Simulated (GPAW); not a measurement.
# BeTe (F-43m) in GPAW: a series of runs

One crystal, BeTe, is run at these levels: PBEsol; tasks: band structure.

Program: GPAW 26.7.0. These are calculated values, not measurements. Logs are shortened: lines on timing, memory, paths and dates and some standing lists are left out, and cuts for length are marked. The log counts tension as positive stress, the text compression.

## Step 1: The crystal as given

The structure is cubic, space group F-43m (No. 216). Conventional cell: a = 5.540 Å, b = 5.540 Å, c = 5.540 Å, α = 90.00°, β = 90.00°, γ = 90.00°. Te (site symmetry -43m) has 4 Be at 2.40 Å as nearest neighbours. Around Be (site symmetry -43m) lie 4 Te at 2.40 Å.

## Step 2: Band structure, PBEsol

File run.py:

```python
from ase.dft.bandgap import bandgap
from ase.io import read, write
from ase.units import GPa
from gpaw import GPAW, PW, setup_paths

setup_paths.insert(0, '.')

atoms = read('POSCAR')

calc = GPAW(mode=PW(800),
            xc='PBEsol',
            kpts={'size': (8, 8, 8), 'gamma': True},
            occupations={'name': 'fermi-dirac', 'width': 0.05},
            nbands=11,
            convergence={'density': 1e-05, 'energy': 1e-05},
            maxiter=150,
            txt='gpaw.txt')
atoms.calc = calc
energy = atoms.get_potential_energy()
forces = atoms.get_forces()
stress = atoms.get_stress()
calc.write('gs.gpw')
write('result.traj', atoms)
print(f'Energy: {energy:.6f} eV')
print('Forces (eV/A):')
print(forces.round(4))
print('Stress (GPa):', (stress / GPa).round(3))
print('Fermi level:', round(calc.get_fermi_level(), 4), 'eV')
print(f'Gap: {bandgap(calc)[0]:.4f} eV, direct: {bandgap(calc, direct=True)[0]:.4f} eV')

path = atoms.cell.bandpath('GXWKGLUWLK,UX', npoints=100, eps=1e-4)
bs_calc = calc.fixed_density(kpts=path, symmetry='off', nbands=21,
                             convergence={'bands': 'CBM+6.0', 'eigenstates': 1e-6}, txt='bands.txt')
bs = bs_calc.band_structure()
bs.write('bs.json')
print(f'Gap on the path: {bandgap(bs_calc)[0]:.4f} eV')
```

File POSCAR:

```
BeTe
1.0
    0.0000000000      2.7700000000      2.7700000000
    2.7700000000      0.0000000000      2.7700000000
    2.7700000000      2.7700000000      0.0000000000
Te Be
1 1
Direct
    0.7500000000      0.7500000000      0.7500000000
    0.0000000000      0.0000000000      0.0000000000
```

Potentials or basis: PAW data sets generated in the run's folder for this functional, pw.

Started as:

```bash
> gpaw-setup -f PBEsol Be Te
> OMP_NUM_THREADS=1 python run.py
```

gpaw.txt:

```text
__  _  _
 | _ |_)|_||  |
 |__||  | ||/\| - 26.7.0

Input parameters:
  mode=PW(ecut=800.0),
  convergence={'density': 1e-05, 'energy': 1e-05},
  kpts=MonkhorstPack(size=(8, 8, 8), gamma=True),
  maxiter=150,
  nbands=11,
  occupations=Occupations(name='fermi-dirac', width=0.05),
  xc=XC(name='PBEsol')

Diagonalizing LCAO Hamiltonian
Converting LCAO to pw mode

                    Te

       Be

Atoms  # Å, Bohr magnetons
|   | symbol |        x |        y |        z |    initial magnetic moments |
|---|--------|----------|----------|----------|-----------------------------|
| 0 |     Te | 4.155000 | 4.155000 | 4.155000 | ( 0.0000,  0.0000,  0.0000) |
| 1 |     Be | 0.000000 | 0.000000 | 0.000000 | ( 0.0000,  0.0000,  0.0000) |

Unit cell  # Å
| periodic |        x |        y |        z |  lengths |    angles |
|----------|----------|----------|----------|----------|-----------|
|      yes | 0.000000 | 2.770000 | 2.770000 | 3.917372 | 60.000000 |
|      yes | 2.770000 | 0.000000 | 2.770000 | 3.917372 | 60.000000 |
|      yes | 2.770000 | 2.770000 | 0.000000 | 3.917372 | 60.000000 |

Number of symmetries: 24
Symmetry operations  # r_c * U_cc + t_c -> r_c
|    | kind |            matrix            |
|----|------|------------------------------|
|  0 |  E   |  1, 0, 0,  0, 1, 0,  0, 0, 1 |
|  1 |  σ   |  1, 0, 0,  0, 0, 1,  0, 1, 0 |
|  2 |  σ   |  1, 0,-1,  0, 1,-1,  0, 0,-1 |
|  3 |  C3  |  1, 0,-1,  0, 0,-1,  0, 1,-1 |
|  4 |  C3  |  1,-1, 0,  0,-1, 1,  0,-1, 0 |
|  5 |  σ   |  1,-1, 0,  0,-1, 0,  0,-1, 1 |
|  6 |  σ   |  0, 1, 0,  1, 0, 0,  0, 0, 1 |
|  7 |  C3  |  0, 1, 0,  0, 0, 1,  1, 0, 0 |
|  8 |  C2  |  0, 1,-1,  1, 0,-1,  0, 0,-1 |
|  9 |  S4  |  0, 1,-1,  0, 0,-1,  1, 0,-1 |
| 10 |  C3  |  0, 0, 1,  1, 0, 0,  0, 1, 0 |
| 11 |  σ   |  0, 0, 1,  0, 1, 0,  1, 0, 0 |
| 12 |  S4  |  0, 0,-1,  1, 0,-1,  0, 1,-1 |
| 13 |  C3  |  0, 0,-1,  0, 1,-1,  1, 0,-1 |
| 14 |  S4  |  0,-1, 1,  1,-1, 0,  0,-1, 0 |
| 15 |  C2  |  0,-1, 1,  0,-1, 0,  1,-1, 0 |
| 16 |  C3  |  0,-1, 0,  1,-1, 0,  0,-1, 1 |
| 17 |  S4  |  0,-1, 0,  0,-1, 1,  1,-1, 0 |
| 18 |  S4  | -1, 1, 0, -1, 0, 1, -1, 0, 0 |
| 19 |  C3  | -1, 1, 0, -1, 0, 0, -1, 0, 1 |
| 20 |  C3  | -1, 0, 1, -1, 1, 0, -1, 0, 0 |
| 21 |  S4  | -1, 0, 1, -1, 0, 0, -1, 1, 0 |
| 22 |  σ   | -1, 0, 0, -1, 1, 0, -1, 0, 1 |
| 23 |  C2  | -1, 0, 0, -1, 0, 1, -1, 1, 0 |

BZ-sampling:
  Number of BZ points: 512
  Number of IBZ points: 29

  Monkhorst-Pack size: [8, 8, 8]
  Monkhorst-Pack shift: [0.0625, 0.0625, 0.0625]

K-points  # in reciprocal-cell coordinates
|     |                                coordinates |     weight |
|-----|--------------------------------------------|------------|
|   0 | (  0.00000000,   0.00000000,   0.00000000) | 0.00195312 |
|   1 | (  0.12500000,   0.12500000,   0.00000000) | 0.01171875 |
|   2 | (  0.12500000,   0.12500000,   0.12500000) | 0.01562500 |
|   3 | (  0.25000000,   0.12500000,   0.12500000) | 0.02343750 |
|   4 | (  0.25000000,   0.25000000,   0.00000000) | 0.01171875 |
|   5 | (  0.25000000,   0.25000000,   0.12500000) | 0.04687500 |
|   6 | (  0.25000000,   0.25000000,   0.25000000) | 0.01562500 |
|   7 | (  0.37500000,   0.25000000,  -0.37500000) | 0.04687500 |
|   8 | (  0.37500000,   0.25000000,   0.12500000) | 0.04687500 |
|   9 | (  0.37500000,   0.25000000,   0.25000000) | 0.04687500 |
| ... |                                            |            |
|  28 | (  0.50000000,   0.50000000,   0.50000000) | 0.00781250 |

Plane wave coefficients: 2204
Cutoff: 800.0 eV

Spin-components: 1 (collinear spins)
Bands:           11
Projectors:      10
Spin-degeneracy: 2
Datatype:        complex128

Parallelization:
  kpt:    1
  domain: 1
  band:   1

Density:
  Valence electrons: 8.0
  Components: 1
  Grid points: [27 27 27]
  Charge: 0.0  # |e|

Potential:
  Grid points: [27 27 27]

species:
  Te:
    name:    Tellurium
    Z:       52.0
    valence: 6
    core:    46
    charge:  0.0  # [|e|]
    compensation charges:
      type: gauss
      rc: 0.36  # [Å]
      lmax: 2
    cutoffs:
      filter: 2.09  # [Å]
      core: 3.17  # [Å]
    projectors
    | kind |    occ | energy [eV] | rcut [Å] |
    |------|--------|-------------|----------|
    |   5s |  2.000 |     -15.132 |    1.180 |
    |   5p |  4.000 |      -5.970 |    1.196 |
    |    s |        |      12.080 |    1.180 |
    |    p |        |      21.241 |    1.196 |
    |    d |        |       0.000 |    1.238 |

    Using partial waves for Te as LCAO basis

  Be:
    name:    Beryllium
    Z:       4.0
    valence: 2
    core:    2
    charge:  0.0  # [|e|]
    compensation charges:
      type: gauss
      rc: 0.25  # [Å]
      lmax: 2
    cutoffs:
      filter: 1.42  # [Å]
      core: 1.77  # [Å]
    projectors
    | kind |    occ | energy [eV] | rcut [Å] |
    |------|--------|-------------|----------|
    |   2s |  2.000 |      -5.543 |    0.794 |
    |   2p |  0.000 |      -1.968 |    0.794 |
    |    s |        |      21.668 |    0.794 |
    |    p |        |      25.243 |    0.794 |
    |    d |        |       0.000 |    0.794 |

    Using partial waves for Be as LCAO basis

Reference energy: -185107.435115  # eV

eigensolver:
  PPCG
  Converge bands: occupied
  niter=2

density mixing:
  MSR1-Mixer
  Pratt-step length: 0.05
  Maximum mixing coefficient: 0.75
  Old densities: 10
  SVD Regularization: 0.005
  Good broyden scale: 1.0
  Trust region scale: 1.0
  Backstep threshold: 4.0
  History deletion threshold: 6.0
  Fourier metric: weight=20.0, sigma=0.015

occupation numbers:
  Fermi-Dirac:
    width: 0.0500  # eV

poisson solver:
  ecut: 6400.0  # eV

xc functional:
  name: PBEsol with 2 nearest neighbor stencil

convergence criteria:
[... 6 lines left out ...]
|iter     | |      energy | eigst |  dens |
|---------|-|-------------|-------|-------|
|iter:   1| |   -8.420824 | -0.14 |       |
|iter:   2| |   -8.400197 | -2.08 | -0.91 |
|iter:   3| |   -8.268928 | -2.21 | -0.95 |
|iter:   4| |   -8.267086 | -3.17 | -1.57 |
|iter:   5| |   -8.267422 | -4.43 | -2.13 |
|iter:   6| |   -8.267458 | -5.54 | -2.70 |
|iter:   7| |   -8.267459c| -7.06 | -3.73 |
|iter:   8| |   -8.267459c| -7.87c| -4.18 |
|iter:   9| |   -8.267459c| -8.69c| -5.29c|

Converged in 9 steps
Energy contributions relative to reference atoms: (reference = -185107.435115)

Energy contributions:
  Kinetic:          17.617592
  Coulomb:         -15.896558
  Zero:              0.161406
  External:          0.000000
  Xc:              -10.149900
  Entropy:          -0.000000
  Spinorbit:         0.000000
  ----------------------------
  Free energy:      -8.267459
  Extrapolated:     -8.267459

dipole moment: (-0.440964, -0.440964, -0.440964)  # |e|*Ang

Fermi level: 6.317
Eigenvalues  # (at kpt = [0.000, 0.000, 0.000])
| band index |      eig [eV] | occ [0-2] |
|------------|---------------|-----------|
|          0 |        -7.197 |     2.000 |
|          1 |         5.450 |     2.000 |
|          2 |         5.450 |     2.000 |
|          3 |         5.450 |     2.000 |
|          4 |         9.032 |     0.000 |
|          5 |         9.032 |     0.000 |
|          6 |         9.032 |     0.000 |
|          7 |         9.549 |     0.000 |
|          8 |        13.735 |     0.000 |
|          9 |        16.002 |     0.000 |
|         10 |        16.394 |     0.000 |

Gap: 1.747 eV
Transition (v -> c):
  (s=0, k=0, n=3, [0.00, 0.00, 0.00]) -> (s=0, k=24, n=4, [0.50, 0.50, 0.00])
Direct/indirect transitions are different
Direct gap: 3.582 eV
Transition at: (s=0, k=0, n=3, [0.00, 0.00, 0.00])

Forces  # eV/Ang
|       x |        y |        z |
|---------|----------|----------|
| 0.00000 | -0.00000 |  0.00000 |  # Te   0
| 0.00000 |  0.00000 | -0.00000 |  # Be   1

Stress tensor  # eV/Ang^3
|         x |         y |         z |
|-----------|-----------|-----------|
| -0.013233 |  0.000000 | -0.000000 |
|  0.000000 | -0.013233 |  0.000000 |
| -0.000000 |  0.000000 | -0.013233 |

# Writing to gs.gpw (mode='')
```

Wall time 1.7 min (1 thread of AMD EPYC, shared host); peak memory 0.3 GiB.

Results:

| Item | Value |
| --- | --- |
| Free energy | -8.2675 eV |
| Pressure | 2.1 GPa |
| Band gap on the k mesh | 1.75 eV, indirect (least direct gap 3.58 eV) |
| Band gap along the path | 1.75 eV, indirect (least direct gap 3.58 eV) |

Levels at the corners of the path, in eV from the valence-band top:
```tsv
point	band 1	band 2	band 3	band 4	band 5	band 6	band 7	band 8
Γ	-12.65	0.00	0.00	0.00	3.58	3.58	3.58	4.10
X	-10.63	-5.39	-2.84	-2.84	1.75	2.56	10.08	10.08
W	-10.59	-4.80	-3.99	-3.48	5.23	5.49	5.65	6.42
K	-10.65	-5.00	-4.19	-2.40	2.56	5.27	8.10	8.44
Γ	-12.65	0.00	0.00	0.00	3.58	3.58	3.58	4.10
L	-11.17	-5.89	-1.22	-1.22	3.18	4.57	4.57	7.67
U	-10.65	-5.00	-4.19	-2.40	2.56	5.27	8.10	8.44
W	-10.59	-4.80	-3.99	-3.48	5.23	5.49	5.65	6.42
L	-11.17	-5.89	-1.22	-1.22	3.18	4.57	4.57	7.67
K	-10.65	-5.00	-4.19	-2.40	2.56	5.27	8.10	8.44
U	-10.65	-5.00	-4.19	-2.40	2.56	5.27	8.10	8.44
X	-10.63	-5.39	-2.84	-2.84	1.75	2.56	10.08	10.08
```

Caveat: spin-orbit coupling is left out, which moves the levels of the heavy elements.

(Part 1 of 2 ends here.)
